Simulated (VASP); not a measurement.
Crystal: ZnS.

```
CELL_PARAMETERS angstrom
0.00000 2.70200 2.70200
2.70200 0.00000 2.70200
2.70200 2.70200 0.00000
ATOMIC_POSITIONS crystal
Zn 0.25000 0.25000 0.25000
S 0.00000 0.00000 0.00000
```

| Quantity | Value |
| --- | --- |
| Program | VASP 6.6.1 |
| Task | relaxation of cell and atoms |
| Functional | PBEsol |
| Potentials or basis | VASP PAW PBE potentials, release 64 (Zn, S) |
| Cutoff | 600 eV |
| k mesh | 10 × 10 × 10 |
| Occupations | gaussian, width 0.03 eV |
| Spin | no spin polarisation |

At the start: pressure -1.7 GPa; volume 19.73 Å³/atom.

Where does the relaxation end?

Over 3 steps the energy falls by 2.7 meV/atom and the volume is 19.26 Å³/atom (-2.4 %); space group F-43m (No. 216, to 0.05 Å).

The path:
| step | energy change (eV) | largest force (eV/Å) | pressure (GPa) | volume (Å³) |
| --- | --- | --- | --- | --- |
| 1 | 0.0000 | 0.0000 | -1.73 | 39.45 |
| 2 | -0.0049 | 0.0000 | 0.60 | 38.25 |
| 3 | -0.0054 | 0.0000 | -0.03 | 38.51 |

Final structure:
```yaml
crystal:
  lattice:
    - [0.00000, 2.68033, 2.68033]
    - [2.68033, 0.00000, 2.68033]
    - [2.68033, 2.68033, 0.00000]
  atoms:
    - { symbol: Zn, position: [0.25000, 0.25000, 0.25000] }
    - { symbol: S, position: [0.00000, 0.00000, 0.00000] }
```

Caveat: the PAW data sets were made with another functional, which shifts forces and pressure a little.
